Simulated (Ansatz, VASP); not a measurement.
Two plane-wave programs on Ta2N

Contents of INCAR:

```
ALGO     = Normal         # electronic algorithm
EDIFF    = 1E-7           # SCF threshold, eV
ENCUT    = 520            # plane-wave cutoff, eV
GGA      = PE             # functional
ISIF     = 2              # what is computed and relaxed
ISMEAR   = -1             # smearing method
LASPH    = True           # aspherical terms in the spheres
LCHARG   = False          # write CHGCAR
LREAL    = False          # projectors in reciprocal space
LWAVE    = False          # write WAVECAR
NBANDS   = 20             # bands
NELM     = 100            # most SCF steps
PREC     = Accurate       # precision mode
SIGMA    = 0.05           # smearing width, eV
```

File KPOINTS:

```
k-points
0
Gamma
  10 10 6
```

The input POSCAR:

```
Ta2N
1.0
    3.1128615060      0.0000000000      0.0000000000
   -1.5564307530      2.6958171426      0.0000000000
    0.0000000000      0.0000000000      4.8698410000
Ta N
2 1
Direct
    0.3246030000      0.6534240000      0.2512930000
    0.6906880000      0.3422290000      0.7432110000
   -0.0016550000      0.0058830000      0.0039570000
```

File input.yaml:

```yaml
crystal:
  lattice:
    - [3.112861506, 0.0, 0.0]
    - [-1.556430753, 2.6958171426, 0.0]
    - [0.0, 0.0, 4.869841]
  atoms:
    - { symbol: Ta, position: [0.324603, 0.653424, 0.251293] }
    - { symbol: Ta, position: [0.690688, 0.342229, 0.743211] }
    - { symbol: "N", position: [-0.001655, 0.005883, 0.003957] }
hamiltonian:
  xc: pbe
  pseudopotentials: { kind: paw }
kpoints:
  mp_grid: { grid: [10, 10, 6] }
scf:
  occupations: { method: fermi_dirac, width: 0.05 }
output:
  forces: true
  stress: true
  eigenvalues: true
```

Change from the starting cell: atoms moved at random, drawn with an rms of 0.05 Å.

Alike in both runs: task single point; functional PBE; k mesh 10 × 10 × 6; occupations fermi-dirac, width 0.05 eV; no spin polarisation.

|  | VASP | Ansatz |
| --- | --- | --- |
| version | VASP 6.6.1 | Ansatz 0.2.0 |
| potentials or method | VASP PAW PBE potentials, release 64 (Ta_pv, N) | Ansatz PAW |
| plane-wave cutoff (eV) | 520 | 420 |
| valence electrons in the cell | 27 | 31 |

|  | VASP | Ansatz | Ansatz less VASP |
| --- | --- | --- | --- |
| gap on the k mesh at the Fermi level (eV) | none | none | - |
| pressure (GPa) | -0.1 | -0.6 | -0.43 |
| largest component of the traceless stress (GPa) | 1.17 | 1.16 | -0.014 |
| rms of the force components (eV/Å) | 0.347 | 0.341 | -0.0059 |

Atom by atom the forces differ by 0.022 eV/Å (rms over components). A gap of «none» marks a metal or a gap that the smearing closes. With one functional, cell and mesh, what is left measures potentials, basis and numerics. The two sets of potentials don't hold the same shells in valence.

The runs have no spin-orbit coupling, so splittings on Ta are missing.
